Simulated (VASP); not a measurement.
## VASP 6.6.1 run: MgO

INCAR

```
SIGMA = 0.02
ENCUT = 520
LREAL = .FALSE.
NSW = 0
LCHARG = .FALSE.
EDIFF = 1E-7
ISMEAR = -1
PREC = Accurate
GGA = PE
NELM = 91
IBRION = -1
NBANDS = 11
LASPH = .TRUE.
LWAVE = .FALSE.
MAXMIX = 5
ISIF = 2
```

KPOINTS

```
KPOINTS created by Atomic Simulation Environment
0
Gamma
10 10 10
0 0 0
```

POSCAR

```
Mg O
 1.0000000000000000
     0.0000000000000000    2.1021674154571510    2.1021674154571510
     2.1021674154571510   -0.0000000000000000    2.1021674154571510
     2.1021674154571510    2.1021674154571510    0.0000000000000000
 Mg  O
   1   1
Cartesian
  0.0000000000000000  0.0000000000000000 -0.0000000000000000
  2.1021674154571510  2.1021674154571510  2.1021674154571510
```

The recommended PBE PAW datasets give the neutral cell 8 valence electrons.

Command

```
mpirun -np 1 vasp_std
```

OSZICAR

```
N       E                     dE             d eps       ncg     rms          rms(c)
DAV:   1     0.127034502481E+02    0.12703E+02   -0.46670E+03  1186   0.646E+02
DAV:   2    -0.129623804312E+02   -0.25666E+02   -0.25194E+02  1184   0.136E+02
DAV:   3    -0.134627639993E+02   -0.50038E+00   -0.50006E+00  1238   0.159E+01
DAV:   4    -0.134640039786E+02   -0.12400E-02   -0.12400E-02  1145   0.909E-01
DAV:   5    -0.134640082088E+02   -0.42302E-05   -0.42302E-05  1211   0.503E-02    0.722E+00
DAV:   6    -0.119194144536E+02    0.15446E+01   -0.87270E+00  1079   0.163E+01    0.221E+00
DAV:   7    -0.119080882931E+02    0.11326E-01   -0.53164E-02  1124   0.208E+00    0.134E+00
DAV:   8    -0.119029546996E+02    0.51336E-02   -0.27196E-02  1082   0.186E+00    0.234E-01
DAV:   9    -0.119025916210E+02    0.36308E-03   -0.56283E-04  1160   0.165E-01    0.131E-01
DAV:  10    -0.119025860795E+02    0.55415E-05   -0.48856E-04  1145   0.163E-01    0.886E-03
DAV:  11    -0.119025874454E+02   -0.13659E-05   -0.23891E-06  1196   0.132E-02    0.518E-03
DAV:  12    -0.119025877992E+02   -0.35377E-06   -0.42591E-07  1145   0.637E-03    0.102E-03
DAV:  13    -0.119025878341E+02   -0.34941E-07   -0.51201E-08   928   0.185E-03
   1 F= -.11902588E+02 E0= -.11902588E+02  d E =-.148504E-11
```

Standard output (part)

```
POSCAR found type information on POSCAR MgO
 POSCAR found :  2 types and       2 ions
 LDA part: xc-table for (Slater+PW92), standard interpolation
 POSCAR, INCAR and KPOINTS ok, starting setup
 WAVECAR not read
 entering main loop
```

From OUTCAR

```
k-points           NKPTS =     47   k-points in BZ     NKDIM =     47   number of bands    NBANDS=     11

   NELECT =       8.0000    total number of electrons

   dimension x,y,z NGX =    24 NGY =   24 NGZ =   24
   dimension x,y,z NGXF=    48 NGYF=   48 NGZF=   48

  energy-cutoff  :      520.00
  volume of cell :       18.58
      direct lattice vectors                 reciprocal lattice vectors
     0.000000000  2.102167415  2.102167415    -0.237849753  0.237849753  0.237849753
     2.102167415  0.000000000  2.102167415     0.237849753 -0.237849753  0.237849753
     2.102167415  2.102167415  0.000000000     0.237849753  0.237849753 -0.237849753

 k-points in reciprocal lattice and weights: KPOINTS created by Atomic Simulation Env
   0.00000000  0.00000000  0.00000000       0.001
   0.10000000  0.00000000  0.00000000       0.008
   0.20000000  0.00000000  0.00000000       0.008
   0.30000000  0.00000000  0.00000000       0.008
   0.40000000  0.00000000  0.00000000       0.008
   0.50000000  0.00000000  0.00000000       0.004
   0.10000000  0.10000000  0.00000000       0.006
   0.20000000  0.10000000  0.00000000       0.024
   ...

 E-fermi :   3.6588

 k-point     1 :       0.0000    0.0000    0.0000
  band No.  band energies     occupation
      1     -14.0635      2.00000
      2       3.2284      2.00000
      3       3.2284      2.00000
      4       3.2284      2.00000
      5       8.0086      0.00000
      6      19.0594      0.00000
      7      19.0594      0.00000
      8      19.0594      0.00000
      9      22.9905      0.00000
     10      24.7714      0.00000
     11      24.7714      0.00000

 k-point     2 :       0.1000    0.0000    0.0000
  band No.  band energies     occupation
      1     -13.9566      2.00000
      2       2.5755      2.00000
      3       3.1602      2.00000
      4       3.1602      2.00000
      5       8.6368      0.00000
      6      17.8084      0.00000
      7      19.3015      0.00000
      8      19.3015      0.00000
      9      24.0515      0.00000
     10      24.0515      0.00000
     11      24.6579      0.00000

 k-point     3 :       0.2000    0.0000    0.0000
  band No.  band energies     occupation
      1     -13.6630      2.00000
      2       1.2493      2.00000
      3       2.9874      2.00000
      4       2.9874      2.00000
      5       9.8326      0.00000
      6      16.2977      0.00000
      7      19.7925      0.00000
      8      19.7926      0.00000
      9      23.3618      0.00000
     10      23.3618      0.00000
     11      25.5823      0.00000

 k-point     4 :       0.3000    0.0000    0.0000
  band No.  band energies     occupation
      1     -13.2666      2.00000
      2      -0.0799      2.00000
      3       2.7843      2.00000
      4       2.7843      2.00000
      5      10.7640      0.00000
      6      15.6213      0.00000
      7      19.9182      0.00000
      8      19.9182      0.00000
      9      23.8063      0.00000
     10      23.8063      0.00000
     11      24.9680      0.00000

 k-point     5 :       0.4000    0.0000    0.0000
  band No.  band energies     occupation
      1     -12.9111      2.00000
      2      -1.0521      2.00000
      3       2.6275      2.00000
      4       2.6275      2.00000
      5      11.1133      0.00000
      6      15.7247      0.00000
      7      19.7078      0.00000
      8      19.7078      0.00000
      9      24.4060      0.00000
     10      25.0658      0.00000
     11      25.0658      0.00000

 ...

  Total        0.5680555      0.5680555      0.5680555     -0.0000000      0.0000000      0.0000000
  in kB       48.9857122     48.9857122     48.9857122     -0.0000000      0.0000000      0.0000000
  external PRESSURE =      48.9857122 kB  Pullay stress =       0.0000000 kB

 POSITION                                       TOTAL-FORCE (eV/Angst)
 -----------------------------------------------------------------------------------
      0.00000      0.00000      0.00000        -0.000000     -0.000000     -0.000000
      2.10217      2.10217      2.10217         0.000000      0.000000      0.000000
 -----------------------------------------------------------------------------------
    total drift:                               -0.000000     -0.000000      0.000000

  FREE ENERGIE OF THE ION-ELECTRON SYSTEM (eV)
  ---------------------------------------------------
  free  energy   TOTEN  =       -11.9025878341 eV

  energy  without entropy=      -11.9025878341  energy(sigma->0) =      -11.90258783
```

It converged. Results: gap between bands v and c on the k mesh 4.78 eV; least direct gap on the k mesh 4.78 eV; pressure 4.9 GPa. Band v is the last that the valence electrons fill when counted band by band, and c is the next.

For comparison, a separate PBE run of the intended cell, on usual settings and not on those above, gives a gap of 4.78 eV on its mesh and a pressure of 4.9 GPa.

The run above took about 9 s on one core of a shared host (Intel Xeon Platinum 8488C) and held 0.14 GiB at most.
